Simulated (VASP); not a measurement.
# Se (P3_121) in VASP: a series of runs, part 2 of 2

VASP 6.6.1. Earlier steps stand in the parts before.

### 3 Single point, PBE

This run uses another cell than the first one, of 29.40 Å³/atom, 0.945 times its volume.

INCAR reads:

```
ALGO = Fast
EDIFF = 1E-6
ENCUT = 520
GGA = PE
ISIF = 2
ISMEAR = 0
LASPH = T
LCHARG = T
LELF = T
LREAL = F
LVHAR = T
LWAVE = F
NBANDS = 16
NELM = 100
PREC = Accurate
SIGMA = 0.05
```

KPOINTS reads:

```
k-points
0
Gamma
  6 6 4
```

POSCAR reads:

```
Se
1.0
    4.4835523451      0.0000000000      0.0000000000
   -2.2417761726      3.8828702301      0.0000000000
    0.0000000000      0.0000000000      5.0670569994
Se
3
Direct
    0.2206067139      0.0000000000      0.8333333333
    0.0000000000      0.2206067139      0.1666666667
    0.7793932861      0.7793932861      0.5000000000
```

Potentials or basis: VASP PAW PBE potentials, release 64 (Se).

Launch:

```sh
cat potpaw_PBE.64/Se/POTCAR > POTCAR
mpirun -np 1 vasp_std > vasp.out
```

OUTCAR:

```text
EDIFF = 1E-6
   ENCUT = 520
   GGA = PE
   ISIF = 2
   ISMEAR = 0
   LASPH = T
   LREAL = F
   NELM = 100
   PREC = Accurate

 ion  position               nearest neighbor table
   1  0.221  0.000  0.833-   3 2.41   2 2.41
   2  0.000  0.221  0.167-   3 2.41   1 2.41
   3  0.779  0.779  0.500-   1 2.41   2 2.41

  LATTYP: Found a hexagonal cell.
 ALAT       =     4.4835523451
 C/A-ratio  =     1.1301433795

  Lattice vectors:

 A1 = (   4.4835523451,   0.0000000000,   0.0000000000)
 A2 = (  -2.2417761726,   3.8828702301,   0.0000000000)
 A3 = (   0.0000000000,   0.0000000000,   5.0670569994)

Analysis of symmetry for initial positions (statically):
=====================================================================
 Subroutine PRICEL returns:
 Original cell was already a primitive cell.

 Routine SETGRP: Setting up the symmetry group for a
 hexagonal supercell.

 Subroutine GETGRP returns: Found  6 space group operations
 (whereof  2 operations were pure point group operations)
 out of a pool of 24 trial point group operations.

[... 167 lines left out ...]

 E-fermi :   2.2178     XC(G=0):  -8.4946

 val. band max:        1.9374078077   @ k =   0.5000  -0.0000   0.5000
 cond. band min:       2.8930660745   @ k =   0.3333   0.3333   0.5000
 fundamental gap:      0.9556582668
 Fermi energy:         2.2177798135

 k-point     1 :       0.0000    0.0000    0.0000
  band No.  band energies     occupation
      1     -13.4449      2.00000
      2      -9.6364      2.00000
      3      -9.6364      2.00000
      4      -1.7586      2.00000
      5      -1.7586      2.00000
      6      -1.4830      2.00000
[... 433 lines left out ...]
      3      -8.5146      2.00000
      4      -3.4245      2.00000
      5      -2.5776      2.00000
      6      -2.5776      2.00000
[... 8 lines left out ...]
     15      10.5296      0.00000
     16      10.5296      0.00000

------------------------ aborting loop because EDIFF is reached ----------------------------------------

  FORCE on cell =-STRESS in cart. coord.  units (eV):
  Direction    XX          YY          ZZ          XY          YZ          ZX
  --------------------------------------------------------------------------------------
  -------------------------------------------------------------------------------------
  Total        0.0453829      0.0453829     -0.0346491     -0.0000000      0.0000000      0.0000000
  in kB        0.8242738      0.8242738     -0.6293205     -0.0000000      0.0000000      0.0000000
  external PRESSURE =       0.3397424 kB  Pullay stress =       0.0000000 kB

 VOLUME and BASIS-vectors are now :
 -----------------------------------------------------------------------------
  energy-cutoff  :      520.00
  volume of cell :       88.21
      direct lattice vectors                 reciprocal lattice vectors
     4.483552345  0.000000000  0.000000000     0.223037432  0.128770721  0.000000000
    -2.241776173  3.882870230  0.000000000     0.000000000  0.257541442  0.000000000
     0.000000000  0.000000000  5.067056999     0.000000000  0.000000000  0.197353217

 POSITION                                       TOTAL-FORCE (eV/Angst)
 -----------------------------------------------------------------------------------
      0.98910      0.00000      4.22255         0.011857     -0.000000     -0.000000
     -0.49455      0.85659      0.84451        -0.005928      0.010268      0.000000
      1.74723      3.02628      2.53353        -0.005928     -0.010268     -0.000000
 -----------------------------------------------------------------------------------
    total drift:                                0.000000      0.000001     -0.000000

  FREE ENERGIE OF THE ION-ELECTRON SYSTEM (eV)
  ---------------------------------------------------
  free  energy   TOTEN  =       -10.5088695553 eV

  energy  without entropy=      -10.5088695553  energy(sigma->0) =      -10.50886956
```

OSZICAR:

```text
N       E                     dE             d eps       ncg     rms          rms(c)
DAV:   1     0.808553773810E+02    0.80855E+02   -0.72009E+03   768   0.925E+02
DAV:   2    -0.525737221868E+01   -0.86113E+02   -0.82448E+02  1040   0.153E+02
DAV:   3    -0.105544872875E+02   -0.52971E+01   -0.52810E+01   912   0.430E+01
DAV:   4    -0.105936895227E+02   -0.39202E-01   -0.39197E-01  1024   0.441E+00
DAV:   5    -0.105939784347E+02   -0.28891E-03   -0.28891E-03   936   0.375E-01    0.644E+00
RMM:   6    -0.105311053976E+02    0.62873E-01   -0.34415E-02   773   0.105E+00    0.389E+00
RMM:   7    -0.105091974256E+02    0.21908E-01   -0.71259E-02   812   0.167E+00    0.205E-01
RMM:   8    -0.105087457760E+02    0.45165E-03   -0.62455E-03   852   0.545E-01    0.423E-02
RMM:   9    -0.105088396087E+02   -0.93833E-04   -0.56538E-04   946   0.184E-01    0.357E-02
RMM:  10    -0.105088680605E+02   -0.28452E-04   -0.96571E-05   890   0.746E-02    0.194E-02
RMM:  11    -0.105088691096E+02   -0.10491E-05   -0.26314E-05   977   0.362E-02    0.571E-03
RMM:  12    -0.105088695553E+02   -0.44572E-06   -0.38847E-06   788   0.144E-02
   1 F= -.10508870E+02 E0= -.10508870E+02  d E =-.129857E-16
```

Wall time 29 s (1 thread of Intel Xeon Platinum 8259CL at 2.50GHz (Skylake/Cascade Lake), shared host); peak memory 0.21 GiB.

What came out:

| Item | Value |
| --- | --- |
| Free energy | -10.5089 eV |
| Pressure | 0.0 GPa |
| Largest force | 0.012 eV/Å |
| Band gap on the k mesh | 0.96 eV, indirect (least direct gap 1.16 eV) |

Forces in eV/Å, atoms in the order of the input:
```
Se   0.012  0.000  0.000
Se  -0.006  0.010  0.000
Se  -0.006 -0.010  0.000
```

A k mesh can miss the band edges.

### 4 Relaxation of cell and atoms, PBE

This run uses another cell than the first one, of 27.26 Å³/atom, 0.876 times its volume.

INCAR reads:

```
  PREC = Accurate
  ENCUT = 600
  EDIFF = 1E-6
  ISMEAR = 0
  SIGMA = 0.05
  LREAL = F
  LASPH = T
  NELM = 100
  ALGO = Normal
  ISIF = 3
  LWAVE = F
  LCHARG = F
  GGA = PE
  IBRION = 2
  NSW = 80
  EDIFFG = -0.03
```

KPOINTS reads:

```
regular mesh
0
Gamma
  6 6 4
```

POSCAR reads:

```
Se
1.0
    4.3662000000      0.0000000000      0.0000000000
   -2.1831000000      3.7812401180      0.0000000000
    0.0000000000      0.0000000000      4.9536000000
Se
3
Direct
    0.2254000000      0.0000000000      0.8333333333
    0.0000000000      0.2254000000      0.1666666667
    0.7746000000      0.7746000000      0.5000000000
```

Launch:

```sh
cat potpaw_PBE.64/Se/POTCAR > POTCAR
mpirun -np 1 vasp_std > vasp.out
```

Run time: 3.1 min. Hardware: 1 thread of Intel Xeon Platinum 8259CL at 2.50GHz (Skylake/Cascade Lake), shared host; peak memory 0.23 GiB.

The run converged. Its results:

| Quantity | Value |
| --- | --- |
| Free energy | -10.5091 eV |
| Relaxed volume | 29.82 Å³/atom |
| Relaxed cell | a = 4.526 Å, b = 4.526 Å, c = 5.042 Å, α = 90.00°, β = 90.00°, γ = 120.00° |
| Space group after relaxing (to 0.05 Å) | P3_121 (No. 152) |
| Energy gained by relaxing | 13.5 meV/atom |
| Ionic steps | 14 |
| Pressure after relaxing | 0.1 GPa |
| Largest force after relaxing | 0.018 eV/Å |
| Band gap on the k mesh | 1.03 eV, indirect (least direct gap 1.25 eV) |

Forces in eV/Å, atoms in the order of the input:
```
Se   0.018  0.000  0.000
Se  -0.009  0.015  0.000
Se  -0.009 -0.015  0.000
```

Step by step:
```tsv
step	energy change (eV)	largest force (eV/Å)	pressure (GPa)	volume (Å³)
1	0.0000	0.4344	2.91	81.78
2	-0.0048	0.5175	-2.12	87.79
3	-0.0352	0.0948	0.11	84.79
4	-0.0352	0.0856	0.15	84.73
5	-0.0365	0.0657	0.13	85.01
6	-0.0380	0.0065	0.08	85.81
7	-0.0385	0.0174	0.02	86.18
8	-0.0393	0.0506	-0.18	87.29
9	-0.0390	0.1139	-0.51	89.52
10	-0.0395	0.0731	-0.32	88.14
11	-0.0396	0.0698	-0.29	88.20
12	-0.0400	0.0577	-0.25	88.38
13	-0.0404	0.0337	-0.14	88.75
14	-0.0406	0.0177	0.07	89.47
```

Final structure:
```
Se
1.0
     4.52649    0.00000    0.00000
    -2.26325    3.92006    0.00000
     0.00000    0.00000    5.04223
Se
3
Direct
  0.21876 0.00000 0.83333
  0.00000 0.21876 0.16667
  0.78124 0.78124 0.50000
```

Levels at points of the mesh, in eV from the valence-band top:
| k point | band 7 | band 8 | band 9 | band 10 | band 11 | band 12 |
| --- | --- | --- | --- | --- | --- | --- |
| (0.00, 0.00, 0.00) | -1.85 | -1.85 | -0.31 | 1.93 | 1.93 | 2.30 |
| (0.50, 0.00, 0.00) | -2.59 | -1.70 | -0.86 | 2.01 | 2.43 | 3.84 |
| (0.00, 0.00, 0.50) | -1.32 | -1.32 | -0.95 | 1.35 | 1.38 | 1.38 |
| (0.50, 0.00, 0.50) | -1.57 | -1.12 | 0.00 | 1.55 | 2.64 | 2.93 |

A k mesh can miss the band edges.

### 5 The runs side by side

| task | level | cell | k mesh | cutoff (eV) | exchange at q = 0 | grid for exact exchange (PRECFOCK) | screening parameter | gap on the mesh (eV) | pressure (GPa) | largest force (eV/Å) |
| --- | --- | --- | --- | --- | --- | --- | --- | --- | --- | --- |
| single point | HSE06 | P3_121, 31.12 Å³/atom | 4 × 4 × 4 | 520 | truncated | Normal | 0.2079 1/A | 2.38 | 0.1 | 0.03 |
| single point | PBE | P3_121, 29.4 Å³/atom | 6 × 6 × 4 | 520 | - | - | - | 0.96 | 0.0 | 0.01 |
| relaxation of cell and atoms | PBE | relaxed | 6 × 6 × 4 | 600 | - | - | - | 1.03 | 0.1 | 0.02 |

Alike in all rows: potentials or basis VASP PAW PBE potentials, release 64 (Se); no spin polarisation; smearing gaussian 0.05 eV.

Caveats: the PAW data sets were made with another functional, which shifts forces and pressure a little (some runs).

Total energies depend on the potentials used, so only differences within one code and one set of settings carry meaning.
